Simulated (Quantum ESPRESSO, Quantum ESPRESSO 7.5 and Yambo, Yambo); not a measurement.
# A GW chain in Yambo: BeTe (F-43m)

Aim: the G0W0 gap of BeTe (F-43m) on PBE with spin-orbit coupling, step by step.

Calculated with Quantum ESPRESSO 7.5 and Yambo 5.3.0; PBE and many-body steps on it, plane waves.

**What was measured.**

- Gap 2.7 eV: absolute (indirect, Gamma to X) gap; bulk crystal (quoted from earlier experiment) (quoted in “The band structure of BeTe - a combined experimental and theoretical study”, 1997, arxiv:cond-mat/9712266).

- Gap 2.8 eV: absolute (indirect, Gamma to X) gap, second literature value; film (quoted from earlier experiment) (quoted in “The band structure of BeTe - a combined experimental and theoretical study”, 1997, arxiv:cond-mat/9712266).

### Step 1. The starting structure

Symmetry: F-43m, No. 216, cubic system. The conventional cell has a = 5.663 Å, b = 5.663 Å, c = 5.663 Å, α = 90.00°, β = 90.00°, γ = 90.00°. Nearest to Be lie 4 Te at 2.45 Å. Te has 4 Be at 2.45 Å nearest. Farther neighbours and most contacts between anions are not listed.

As a file:

```cif
data_structure
_symmetry_space_group_name_H-M 'F-43m'
_symmetry_Int_Tables_number 216
_cell_length_a 5.6629
_cell_length_b 5.6629
_cell_length_c 5.6629
_cell_angle_alpha 90.000
_cell_angle_beta 90.000
_cell_angle_gamma 90.000
_cell_volume 181.60
loop_
_atom_site_label
_atom_site_type_symbol
_atom_site_symmetry_multiplicity
_atom_site_Wyckoff_symbol
_atom_site_fract_x
_atom_site_fract_y
_atom_site_fract_z
_atom_site_occupancy
Be1 Be 4 a 0.00000 0.00000 0.00000 1
Te1 Te 4 c 0.25000 0.25000 0.25000 1
```

The cell and positions are those that the Materials Project relaxed with its own functionals (PBE, PBE+U or r2SCAN), kept fixed.

### Step 2. Ground state

This step: Quantum ESPRESSO 7.5; DFT, PBE with spin-orbit coupling, plane waves, norm-conserving pseudopotentials.

The ground-state density comes first.

pw.in

```
&control
  calculation = 'scf'
  prefix = 'x'
  outdir = 'o'
  pseudo_dir = 'pseudo'
/
&system
  ibrav = 0
  nat = 2
  ntyp = 2
  ecutwfc = 88.0
  nbnd = 38
  force_symmorphic = .true.
  noncolin = .true.
  lspinorb = .true.
/
&electrons
  conv_thr = 1e-10
  electron_maxstep = 80
  mixing_beta = 0.5
/
ATOMIC_SPECIES
  Be 9.012 Be.upf
  Te 127.6 Te.upf
CELL_PARAMETERS angstrom
  -0.0000000000 2.8314587876 2.8314587876
  2.8314587876 0.0000000000 2.8314587876
  2.8314587876 2.8314587876 0.0000000000
ATOMIC_POSITIONS crystal
  Be 0.0000000000 0.0000000000 0.0000000000
  Te 0.7500000000 0.7500000000 0.7500000000
K_POINTS automatic
  6 6 6 0 0 0
```

Command:

```console
OMP_NUM_THREADS=1 mpirun -n 4 pw.x -nk 4 -in pw.in > pw.out
```

What it wrote:

```text
Program PWSCF v.7.5 starts

     This program is part of the open-source Quantum ESPRESSO suite
     for quantum simulation of materials; please cite
         "P. Giannozzi et al., J. Phys.:Condens. Matter 21 395502 (2009);
         "P. Giannozzi et al., J. Phys.:Condens. Matter 29 465901 (2017);
         "P. Giannozzi et al., J. Chem. Phys. 152 154105 (2020);
     in publications or presentations arising from this work. More details at
     Message from routine setup:
     using ibrav=0 with symmetry is DISCOURAGED, use correct ibrav instead

     G-vector sticks info

     bravais-lattice index     =            0
     lattice parameter (alat)  =       7.5670  a.u.
     unit-cell volume          =     306.3778 (a.u.)^3
     number of atoms/cell      =            2
     number of atomic types    =            2
     number of electrons       =        28.00
     number of Kohn-Sham states=           38
     kinetic-energy cutoff     =      88.0000  Ry
     charge density cutoff     =     352.0000  Ry
     scf convergence threshold =      1.0E-10
     mixing beta               =       0.5000
     number of iterations used =            8  plain     mixing
     Exchange-correlation= PBE
                           (   1   4   3   4   0   0   0)
     Non magnetic calculation with spin-orbit

     celldm(1)=   7.567007  celldm(2)=   0.000000  celldm(3)=   0.000000
     celldm(4)=   0.000000  celldm(5)=   0.000000  celldm(6)=   0.000000

     crystal axes: (cart. coord. in units of alat)
               a(1) = (  -0.000000   0.707107   0.707107 )
               a(2) = (   0.707107   0.000000   0.707107 )
               a(3) = (   0.707107   0.707107   0.000000 )

     reciprocal axes: (cart. coord. in units 2 pi/alat)
               b(1) = ( -0.707107  0.707107  0.707107 )
               b(2) = (  0.707107 -0.707107  0.707107 )
               b(3) = (  0.707107  0.707107 -0.707107 )
     Pseudo is Norm-conserving, Zval =  4.0
     Generated using ONCVPSP code by D. R. Hamann
     Using radial grid of 1358 points,  6 beta functions with:
     Pseudo is Norm-conserving + core correction, Zval = 24.0
     Generated using ONCVPSP code by D. R. Hamann
     Using radial grid of 1324 points, 10 beta functions with:
     Be                4.00     9.01200     Be( 1.00)
     Te               24.00   127.60000     Te( 1.00)

     24 Sym. Ops. (no inversion) found

   Cartesian axes

     site n.     atom                  positions (alat units)
         1        Be     tau(   1) = (   0.0000000   0.0000000   0.0000000  )
         2        Te     tau(   2) = (   1.0606602   1.0606602   1.0606602  )

     number of k points=    16
                       cart. coord. in units 2pi/alat
        k(    1) = (   0.0000000   0.0000000   0.0000000), wk =   0.0046296
        k(    2) = (   0.1178511   0.1178511  -0.1178511), wk =   0.0370370
        k(    3) = (   0.2357023   0.2357023  -0.2357023), wk =   0.0370370
        k(    4) = (  -0.3535534  -0.3535534   0.3535534), wk =   0.0185185
        k(    5) = (   0.2357023   0.0000000  -0.0000000), wk =   0.0277778
        k(    6) = (   0.3535534   0.1178511  -0.1178511), wk =   0.1111111
        k(    7) = (  -0.2357023  -0.4714045   0.4714045), wk =   0.1111111
        k(    8) = (  -0.1178511  -0.3535534   0.3535534), wk =   0.1111111
        k(    9) = (   0.0000000  -0.2357023   0.2357023), wk =   0.0555556
        k(   10) = (   0.4714045   0.0000000  -0.0000000), wk =   0.0277778
     [... 4 further rows ...]
        k(   15) = (  -0.1178511  -0.3535534   0.5892557), wk =   0.1111111
        k(   16) = (  -0.7071068   0.2357023   0.0000000), wk =   0.0555556

     Dense  grid:    34327 G-vectors     FFT dimensions: (  45,  45,  45)

     Initial potential from superposition of free atoms

     starting charge      27.9996, renormalised to      28.0000
     Starting wfcs are   30 randomized atomic wfcs +    8 random wfcs

     per-process dynamical memory:    64.8 Mb

     Self-consistent Calculation

     iteration #  1     ecut=    88.00 Ry     beta= 0.50

     Threshold (ethr) on eigenvalues was too large:
     Diagonalizing with lowered threshold

     total energy              =    -590.18404274 Ry
     estimated scf accuracy    <       0.03200430 Ry

     iteration #  2     ecut=    88.00 Ry     beta= 0.50

     total energy              =    -590.18563631 Ry
     estimated scf accuracy    <       0.00412619 Ry

     iteration #  3     ecut=    88.00 Ry     beta= 0.50

     total energy              =    -590.18585222 Ry
     estimated scf accuracy    <       0.00027045 Ry

     iteration #  4     ecut=    88.00 Ry     beta= 0.50

     total energy              =    -590.18587112 Ry
     estimated scf accuracy    <       0.00001261 Ry

     iteration #  5     ecut=    88.00 Ry     beta= 0.50

     total energy              =    -590.18587242 Ry
     estimated scf accuracy    <       0.00000038 Ry

     iteration #  6     ecut=    88.00 Ry     beta= 0.50

     total energy              =    -590.18587250 Ry
     estimated scf accuracy    <       0.00000002 Ry

     iteration #  7     ecut=    88.00 Ry     beta= 0.50

     total energy              =    -590.18587250 Ry
     estimated scf accuracy    <          3.6E-09 Ry

     iteration #  8     ecut=    88.00 Ry     beta= 0.50

     total energy              =    -590.18587250 Ry
     estimated scf accuracy    <          1.3E-10 Ry

     iteration #  9     ecut=    88.00 Ry     beta= 0.50

     End of self-consistent calculation

          k = 0.0000 0.0000 0.0000 (  4279 PWs)   bands (ev):

  -150.2883-150.2883-107.1048-107.1048 -97.3968 -97.3968 -97.3968 -97.3968
   -91.9319 -91.9319 -28.5735 -28.5735 -28.5735 -28.5735 -27.1159 -27.1159
   -27.1081 -27.1081 -27.1081 -27.1081  -3.7320  -3.7320   7.8024   7.8024
     8.7377   8.7377   8.7377   8.7377  12.0573  12.0573  12.1192  12.1192
    12.1192  12.1192  12.1704  12.1704  16.8287  16.8287

          k = 0.1179 0.1179-0.1179 (  4285 PWs)   bands (ev):

  -150.2883-150.2883-107.1048-107.1048 -97.3968 -97.3968 -97.3968 -97.3968
   -91.9319 -91.9319 -28.5735 -28.5733 -28.5728 -28.5728 -27.1151 -27.1151
   -27.1082 -27.1082 -27.1076 -27.1074  -3.4798  -3.4798   6.3932   6.3932
     7.8515   7.8515   8.3445   8.3458  11.9048  11.9048  12.5783  12.5783
    12.6680  12.6804  14.1733  14.1733  17.4462  17.4463

          k = 0.2357 0.2357-0.2357 (  4272 PWs)   bands (ev):

  -150.2883-150.2883-107.1048-107.1048 -97.3968 -97.3968 -97.3968 -97.3968
   -91.9319 -91.9319 -28.5732 -28.5730 -28.5715 -28.5715 -27.1136 -27.1136
   -27.1083 -27.1083 -27.1060 -27.1058  -2.8516  -2.8516   4.0447   4.0447
     7.2894   7.2894   7.7961   7.7975  11.6162  11.6162  13.0437  13.0437
    13.1264  13.1380  16.2386  16.2386  17.7883  17.7884

          k =-0.3536-0.3536 0.3536 (  4314 PWs)   bands (ev):

     [... further k-points ...]

     highest occupied, lowest unoccupied level (ev):     8.7377   10.4720

!    total energy              =    -590.18587250 Ry
     estimated scf accuracy    <          1.1E-11 Ry

     The total energy is the sum of the following terms:
     one-electron contribution =    -453.71087931 Ry
     hartree contribution      =     210.13987452 Ry
     xc contribution           =     -78.59200202 Ry
     ewald contribution        =    -268.02286570 Ry

     convergence has been achieved in   9 iterations

     XML data file, charge density, pseudopotentials, collected wavefunctions

=------------------------------------------------------------------------------=
   JOB DONE.
=------------------------------------------------------------------------------=
```

Elapsed: 26 s, on 4 MPI ranks of Arm Neoverse V1, shared host; peak memory 0.51 GiB.

Numbers from this step:

```yaml
total_energy: -8029.8879 eV
gap: 1.734 eV
k_of_the_valence_top: 0, 0, 0
k_of_the_conduction_bottom: 0, -0.5, -0.5
least_direct_gap: 3.320 eV
```

The gap is indirect, with the least direct gap 1.59 eV higher.

### Step 3. Bands along the symmetry lines

Levels along a band path, at the cheap level, show where the edges lie and whether the meshes to come will hold them.

pw.in

```
&control
  calculation = 'bands'
  prefix = 'x'
  outdir = 'o'
  pseudo_dir = 'pseudo'
/
&system
  ibrav = 0
  nat = 2
  ntyp = 2
  ecutwfc = 88.0
  nbnd = 40
  force_symmorphic = .true.
  noncolin = .true.
  lspinorb = .true.
/
&electrons
  conv_thr = 1e-9
  electron_maxstep = 80
  diago_full_acc = .true.
  diago_thr_init = 5e-6
/
ATOMIC_SPECIES
  Be 9.012 Be.upf
  Te 127.6 Te.upf
CELL_PARAMETERS angstrom
  -0.0000000000 2.8314587876 2.8314587876
  2.8314587876 0.0000000000 2.8314587876
  2.8314587876 2.8314587876 0.0000000000
ATOMIC_POSITIONS crystal
  Be 0.0000000000 0.0000000000 0.0000000000
  Te 0.7500000000 0.7500000000 0.7500000000
K_POINTS crystal
  50
  0.00000000 0.00000000 0.00000000 1
  -0.06250000 -0.06250000 0.00000000 1
  -0.12500000 -0.12500000 0.00000000 1
  -0.18750000 -0.18750000 0.00000000 1
  -0.25000000 -0.25000000 0.00000000 1
  -0.31250000 -0.31250000 0.00000000 1
  -0.37500000 -0.37500000 0.00000000 1
  -0.43750000 -0.43750000 0.00000000 1
  -0.50000000 -0.50000000 0.00000000 1
  -0.48437500 -0.48437500 0.03125000 1
  -0.46875000 -0.46875000 0.06250000 1
  -0.45312500 -0.45312500 0.09375000 1
  -0.43750000 -0.43750000 0.12500000 1
  -0.42187500 -0.42187500 0.15625000 1
  -0.40625000 -0.40625000 0.18750000 1
  -0.39062500 -0.39062500 0.21875000 1
  -0.37500000 -0.37500000 0.25000000 1
  -0.37500000 0.00000000 0.37500000 1
  -0.32812500 0.00000000 0.32812500 1
  -0.28125000 0.00000000 0.28125000 1
  -0.23437500 0.00000000 0.23437500 1
  -0.18750000 0.00000000 0.18750000 1
  -0.14062500 0.00000000 0.14062500 1
  -0.09375000 0.00000000 0.09375000 1
  -0.04687500 0.00000000 0.04687500 1
  0.00000000 0.00000000 0.00000000 1
  0.00000000 0.00000000 0.06250000 1
  0.00000000 0.00000000 0.12500000 1
  0.00000000 0.00000000 0.18750000 1
  0.00000000 0.00000000 0.25000000 1
  0.00000000 0.00000000 0.31250000 1
  0.00000000 0.00000000 0.37500000 1
  0.00000000 0.00000000 0.43750000 1
  -0.00000000 -0.00000000 0.50000000 1
  -0.06250000 -0.03125000 0.46875000 1
  -0.12500000 -0.06250000 0.43750000 1
  -0.18750000 -0.09375000 0.40625000 1
  -0.25000000 -0.12500000 0.37500000 1
  -0.31250000 -0.15625000 0.34375000 1
  -0.37500000 -0.18750000 0.31250000 1
  -0.43750000 -0.21875000 0.28125000 1
  -0.50000000 -0.25000000 0.25000000 1
  -0.50000000 -0.28125000 0.21875000 1
  -0.50000000 -0.31250000 0.18750000 1
  -0.50000000 -0.34375000 0.15625000 1
  -0.50000000 -0.37500000 0.12500000 1
  -0.50000000 -0.40625000 0.09375000 1
  -0.50000000 -0.43750000 0.06250000 1
  -0.50000000 -0.46875000 0.03125000 1
  -0.50000000 -0.50000000 0.00000000 1
```

What it wrote:

```text
[banner, memory and clock lines left out]
Program PWSCF v.7.5 starts

     Atomic positions and unit cell read from directory:
     o/x.save/

     Message from routine setup:
     using ibrav=0 with symmetry is DISCOURAGED, use correct ibrav instead

     G-vector sticks info

     bravais-lattice index     =            0
     lattice parameter (alat)  =       7.5670  a.u.
     unit-cell volume          =     306.3778 (a.u.)^3
     number of atoms/cell      =            2
     number of atomic types    =            2
     number of electrons       =        28.00
     number of Kohn-Sham states=           40
     kinetic-energy cutoff     =      88.0000  Ry
     charge density cutoff     =     352.0000  Ry
     Exchange-correlation= PBE
                           (   1   4   3   4   0   0   0)
     Non magnetic calculation with spin-orbit

     celldm(1)=   7.567007  celldm(2)=   0.000000  celldm(3)=   0.000000
     celldm(4)=   0.000000  celldm(5)=   0.000000  celldm(6)=   0.000000

     crystal axes: (cart. coord. in units of alat)
               a(1) = (  -0.000000   0.707107   0.707107 )
               a(2) = (   0.707107   0.000000   0.707107 )
               a(3) = (   0.707107   0.707107   0.000000 )

     reciprocal axes: (cart. coord. in units 2 pi/alat)
               b(1) = ( -0.707107  0.707107  0.707107 )
               b(2) = (  0.707107 -0.707107  0.707107 )
               b(3) = (  0.707107  0.707107 -0.707107 )
     Pseudo is Norm-conserving, Zval =  4.0
     Generated using ONCVPSP code by D. R. Hamann
     Using radial grid of 1358 points,  6 beta functions with:
     Pseudo is Norm-conserving + core correction, Zval = 24.0
     Generated using ONCVPSP code by D. R. Hamann
     Using radial grid of 1324 points, 10 beta functions with:
     Be                4.00     9.01200     Be( 1.00)
     Te               24.00   127.60000     Te( 1.00)

     24 Sym. Ops. (no inversion) found

   Cartesian axes

     site n.     atom                  positions (alat units)
         1        Be     tau(   1) = (   0.0000000   0.0000000   0.0000000  )
         2        Te     tau(   2) = (   1.0606602   1.0606602   1.0606602  )

     number of k points=    50
                       cart. coord. in units 2pi/alat
        k(    1) = (   0.0000000   0.0000000   0.0000000), wk =   0.0200000
        k(    2) = (   0.0000000   0.0000000  -0.0883883), wk =   0.0200000
        k(    3) = (   0.0000000   0.0000000  -0.1767767), wk =   0.0200000
[...]
[... 38 further rows ...]
        k(   49) = (   0.0441942  -0.0000000  -0.7071068), wk =   0.0200000
        k(   50) = (   0.0000000   0.0000000  -0.7071068), wk =   0.0200000

     Dense  grid:    34327 G-vectors     FFT dimensions: (  45,  45,  45)

     The potential is recalculated from file :
     o/x.save/charge-density

     Starting wfcs are   30 randomized atomic wfcs +   10 random wfcs

     Band Structure Calculation

     End of band structure calculation

          k = 0.0000 0.0000 0.0000 (  4279 PWs)   bands (ev):

  -150.2883-150.2883-107.1048-107.1048 -97.3968 -97.3968 -97.3968 -97.3968
   -91.9320 -91.9320 -28.5735 -28.5735 -28.5735 -28.5735 -27.1159 -27.1159
   -27.1081 -27.1081 -27.1081 -27.1081  -3.7320  -3.7320   7.8024   7.8024
     8.7377   8.7377   8.7377   8.7377  12.0573  12.0573  12.1192  12.1192
[...]
k = 0.0000 0.0000-0.0884 (  4288 PWs)   bands (ev):

  -150.2883-150.2883-107.1048-107.1048 -97.3968 -97.3968 -97.3968 -97.3968
[...]
k = 0.0000 0.0000-0.1768 (  4280 PWs)   bands (ev):

  -150.2883-150.2883-107.1048-107.1048 -97.3968 -97.3968 -97.3968 -97.3968
[...]
k =-0.0000 0.0000-0.2652 (  4264 PWs)   bands (ev):

[...]
k = 0.0000 0.0000-0.3536 (  4256 PWs)   bands (ev):

[...]
k = 0.0000-0.0000-0.4419 (  4260 PWs)   bands (ev):

[...]
k =-0.0000 0.0000-0.5303 (  4276 PWs)   bands (ev):

[...]
k = 0.0000-0.0000-0.6187 (  4272 PWs)   bands (ev):

[...]
k = 0.5303-0.0000-0.5303 (  4272 PWs)   bands (ev):

[...]
k = 0.0000 0.0000 0.0000 (  4279 PWs)   bands (ev):

[...]
k = 0.1326 0.0000-0.7071 (  4260 PWs)   bands (ev):

[...]
k = 0.0884-0.0000-0.7071 (  4258 PWs)   bands (ev):

[...]
k = 0.0442-0.0000-0.7071 (  4258 PWs)   bands (ev):

  -150.2883-150.2883-107.1048-107.1048 -97.3969 -97.3969 -97.3969 -97.3969
[...]
k = 0.0000 0.0000-0.7071 (  4264 PWs)   bands (ev):

  -150.2883-150.2883-107.1048-107.1048 -97.3969 -97.3969 -97.3969 -97.3969
[...]
5.6685   5.6685   6.0634   6.0634  10.4720  10.4720  11.1547  11.1547
    17.9101  17.9101  18.2665  18.2665  19.9801  19.9801  21.2978  21.2978

     XML data file, pseudopotentials, collected wavefunctions
```

The job ended after 21 s (4 MPI ranks; peak memory 0.36 GiB).

Numbers from this step:

- gap: 1.734 eV
- k of the valence top: 0, 0, 0
- k of the conduction bottom: -0.5, -0.5, 0
- least direct gap: 3.320 eV

The gap is 1.734 eV, as in the run before at this level.

Electronic bands along the path, in eV, zero at the top of the highest filled band:

| point | band 25 | band 26 | band 27 | band 28 | band 29 | band 30 | band 31 | band 32 |
| --- | --- | --- | --- | --- | --- | --- | --- | --- |
| Γ | 0.00 | 0.00 | 0.00 | 0.00 | 3.32 | 3.32 | 3.38 | 3.38 |
| halfway | -2.10 | -2.10 | -1.71 | -1.71 | 2.36 | 2.36 | 4.12 | 4.12 |
| X | -3.07 | -3.07 | -2.67 | -2.67 | 1.73 | 1.73 | 2.42 | 2.42 |
| halfway | -3.48 | -3.34 | -2.73 | -2.71 | 2.05 | 2.07 | 3.04 | 3.12 |
| U | -4.24 | -3.94 | -2.46 | -2.44 | 2.44 | 2.47 | 4.93 | 5.04 |
| jump to K | -4.24 | -3.94 | -2.46 | -2.44 | 2.44 | 2.47 | 4.93 | 5.04 |
| halfway | -2.60 | -2.43 | -0.93 | -0.91 | 3.76 | 3.76 | 4.37 | 4.39 |
| Γ | 0.00 | 0.00 | 0.00 | 0.00 | 3.32 | 3.32 | 3.38 | 3.38 |
| halfway | -1.20 | -1.20 | -0.69 | -0.69 | 3.01 | 3.01 | 4.17 | 4.17 |
| L | -1.66 | -1.66 | -1.15 | -1.15 | 2.76 | 2.76 | 4.30 | 4.30 |
| halfway | -3.24 | -3.08 | -2.17 | -2.06 | 3.90 | 3.93 | 4.04 | 4.21 |
| W | -4.18 | -3.72 | -3.40 | -3.34 | 4.95 | 4.99 | 5.27 | 5.27 |
| halfway | -3.55 | -3.35 | -3.07 | -3.05 | 2.75 | 2.76 | 3.34 | 3.41 |
| X | -3.07 | -3.07 | -2.67 | -2.67 | 1.73 | 1.73 | 2.42 | 2.42 |

(Part 1 of 3 ends here.)

[Paths, hosts, dates, memory and timing lines, banners, echoed tables and standing remarks are left out of the program output.]

[Logs are printed without paths, hosts, clocks, repeated set-up lines and the standing remarks that a program may print on its own settings, such as how far it seeks lower states.]

[Runs of the session that timed out or met a known fault of the program may be left out.]

[Hosts, paths, dates, database ids (printed as entryN), source tags and the programs' standing remarks are cut or masked in the printed files.]
